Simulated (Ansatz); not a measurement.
Wanted: the native input for an Ansatz 0.2.0 run.

```yaml
Task: band structure
Functional: PBEsol
Potentials_or_basis: Ansatz PAW
Cutoff: "420 eV (not typed: the program's choice for these potentials)"
k_mesh: 7 × 7 × 7
Occupations: fermi-dirac, width 0.05 eV
Spin: spin-orbit coupling, no magnetisation
Path: "[[\"G\", \"X\", \"W\", \"K\", \"G\", \"L\", \"U\", \"W\", \"L\", \"K\"], [\"U\", \"X\"]]"
Points_for_each_segment_of_the_path: 14
```

LuH2:

```
Lu H
1.0
     0.00000    2.51650    2.51650
     2.51650    0.00000    2.51650
     2.51650    2.51650    0.00000
Lu H
1 2
Direct
  0.00000 0.00000 0.00000
  0.75000 0.75000 0.75000
  0.25000 0.25000 0.25000
```

One way to write it, as run:

input.yaml

```yaml
crystal:
  lattice:
    - [0.0, 2.5165, 2.5165]
    - [2.5165, 0.0, 2.5165]
    - [2.5165, 2.5165, 0.0]
  atoms:
    - { symbol: Lu, position: [0.0, 0.0, 0.0] }
    - { symbol: H, position: [0.75, 0.75, 0.75] }
    - { symbol: H, position: [0.25, 0.25, 0.25] }
hamiltonian:
  xc: pbesol
  pseudopotentials: { kind: paw_fr }
magnetization:
  noncollinear: true
  spin_orbit: true
kpoints:
  mp_grid: { grid: [7, 7, 7] }
  band_path:
    path:
      - [[0.0, 0.0, 0.0], [0.5, 0.0, 0.5], [0.5, 0.25, 0.75], [0.375, 0.375, 0.75], [0.0, 0.0, 0.0], [0.5, 0.5, 0.5], [0.625, 0.25, 0.625], [0.5, 0.25, 0.75], [0.5, 0.5, 0.5], [0.375, 0.375, 0.75]]
      - [[0.625, 0.25, 0.625], [0.5, 0.0, 0.5]]
    npoints: 14
scf:
  occupations: { method: fermi_dirac, width: 0.05 }
  n_extra_bands: 7
output:
  forces: true
  stress: true
  eigenvalues: true
  fatbands: true
  write_density: true
  write_potential: true
  elf: true
  volumetric_format: npy
```

Potentials or basis: Ansatz PAW.

Command:

```sh
$ ansatz run input.yaml --threads 2 --pin off --max-ram 5632MiB --backend cpu --events-out ev --progress --plain --runs-dir out
```

It gave:

```json
{
  "Pressure": "-4.5 GPa",
  "Band gap on the k mesh": "none (metal or under the smearing width)"
}
```

Caveat: the PAW data sets come from PBE, with cores solved anew for the run's functional, which leaves a small shift of forces and pressure.

Run time: 11 s on 2 threads of Intel(R) Xeon(R) Platinum 8488C (Sapphire Rapids), on a shared host, peak memory 0.51 GiB.
